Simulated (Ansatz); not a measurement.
Here is an Ansatz 0.2.0 calculation.

Contents of input.yaml:

```yaml
crystal:
  lattice:
    - [0.0, 3.018, 3.018]
    - [3.018, 0.0, 3.018]
    - [3.018, 3.018, 0.0]
  atoms:
    - { symbol: In, position: [0.0, 0.0, 0.0] }
    - { symbol: As, position: [0.75, 0.75, 0.75] }
hamiltonian:
  xc: lda
  pseudopotentials: { kind: paw_fr }
magnetization:
  noncollinear: true
  spin_orbit: true
kpoints:
  mp_grid: { grid: [6, 6, 6] }
  band_path:
    path:
      - [[0.0, 0.0, 0.0], [0.5, 0.0, 0.5], [0.5, 0.25, 0.75], [0.375, 0.375, 0.75], [0.0, 0.0, 0.0], [0.5, 0.5, 0.5], [0.625, 0.25, 0.625], [0.5, 0.25, 0.75], [0.5, 0.5, 0.5], [0.375, 0.375, 0.75]]
      - [[0.625, 0.25, 0.625], [0.5, 0.0, 0.5]]
    npoints: 14
scf:
  occupations: { method: fermi_dirac, width: 0.05 }
  n_extra_bands: 6
output:
  forces: true
  stress: true
  eigenvalues: true
  fatbands: false
```

Potentials or basis: Ansatz PAW.

Run with:

```bash
$ ansatz run input.yaml --threads 2 --pin off --max-ram 5632MiB --backend cpu --events-out ev --progress --plain --runs-dir out
```

Q: Predict the band gap on the k mesh.

A: None (metal or under the smearing width).

Q: Estimate the pressure.

A: -0.3 GPa.

Levels at the corners of the path, in eV from the Fermi level:
```csv
point,band 25,band 26,band 27,band 28,band 29,band 30,band 31,band 32
Γ,-0.37,-0.37,0.00,0.00,0.00,0.00,3.38,3.38
X,-2.49,-2.49,-2.49,-2.49,1.29,1.29,1.83,1.83
W,-3.18,-3.12,-3.08,-2.99,3.91,4.09,4.10,4.12
K,-3.47,-3.45,-2.11,-2.10,1.87,1.87,4.04,4.09
Γ,-0.37,-0.37,0.00,0.00,0.00,0.00,3.38,3.38
L,-1.26,-1.26,-1.00,-1.00,0.67,0.67,4.40,4.40
U,-3.47,-3.45,-2.11,-2.10,1.87,1.87,4.04,4.09
W,-3.18,-3.12,-3.08,-2.99,3.91,4.09,4.10,4.12
L,-1.26,-1.26,-1.00,-1.00,0.67,0.67,4.40,4.40
K,-3.47,-3.45,-2.11,-2.10,1.87,1.87,4.04,4.09
U,-3.47,-3.45,-2.11,-2.10,1.87,1.87,4.04,4.09
X,-2.49,-2.49,-2.49,-2.49,1.29,1.29,1.83,1.83
```

Caveat: the PAW data sets come from PBE, with cores solved anew for the run's functional, which leaves a small shift of forces and pressure; this crystal is a semiconductor, whose small gap the functional closes, so the metal is an error of the method.

**The experiment to reproduce.**

A printed reference work, data compilation reports, for a bulk crystal of InAs at 4.2 K: band gap 0.418 eV (direct).

Measured gap of InAs: 0.418 eV (direct; 4.2 K; a printed reference work, data compilation). This calculation gives 0.00 eV (-0.42 eV). The value is that of LDA on a finite k mesh, which can miss the band edges, without temperature or zero-point motion. Semilocal functionals fall short of measured gaps as a rule.
